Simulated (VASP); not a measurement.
A run of VASP 6.6.1:

File INCAR:

```
  PREC = Accurate
  ENCUT = 520
  EDIFF = 1E-7
  ISMEAR = 0
  SIGMA = 0.02
  LREAL = False
  LASPH = True
  NELM = 80
  ALGO = Normal
  ISIF = 2
  LWAVE = False
  LCHARG = False
  GGA = PE
  LOPTICS = True
  NBANDS = 52
  NEDOS = 2000
  CSHIFT = 0.1
```

The input KPOINTS:

```
regular mesh
0
Gamma
  16 16 16
```

Contents of POSCAR:

```
Si                                      
1.0
    0.0000000000      2.7342410790      2.7342410790
    2.7342410790      0.0000000000      2.7342410790
    2.7342410790      2.7342410790      0.0000000000
  Si            
     2
Direct
     0.7500000000000000    0.7500000000000000    0.7500000000000000
     0.5000000000000000    0.5000000000000000    0.5000000000000000
```

Potentials or basis: VASP PAW PBE potentials, release 64 (Si).

Command:

```sh
$ cat potpaw_PBE.64/Si/POTCAR > POTCAR
$ mpirun -np 1 vasp_std > vasp.out
```

Hardware: 1 thread of Intel(R) Xeon(R) Platinum 8488C (Sapphire Rapids) (shared host).

Estimate the wall time of this run.

It took 4.5 min on 1 thread of Intel(R) Xeon(R) Platinum 8488C (Sapphire Rapids) (shared host), peak memory 0.34 GiB. Counts: scf iterations 13, k points 145.
